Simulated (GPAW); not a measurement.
Crystal: Fe.

```xyz
1
Lattice="-1.4430 1.4430 1.4430 1.4430 -1.4430 1.4430 1.4430 1.4430 -1.4430" Properties=species:S:1:pos:R:3 pbc="T T T"
Fe    0.0000    0.0000    0.0000
```

Base run:

* Program: GPAW 26.7.0
* Functional: PBEsol
* Potentials or basis: PAW data sets generated in the run's folder for this functional
* Cutoff: 600 eV
* Basis: pw
* k mesh: 13 × 13 × 13
* Occupations: fermi-dirac, width 0.05 eV
* Spin: collinear spin, ferromagnetic start
* Starting moments: [3.0] μB
* Hubbard terms: Fe d U = 1 eV

Its results: pressure -5.7 GPa; net moment 2.65 μB per cell; site moments Fe +2.71 μB.

Question: The run is repeated on the same cell with these changes: hubbard terms from Fe d U = 1 eV to none. What comes out?

Answer: Pressure -16.0 GPa; net moment 2.26 μB per cell; site moments Fe +2.29 μB.

Caveats: the U is typed as a test and isn't derived for this compound (some runs).
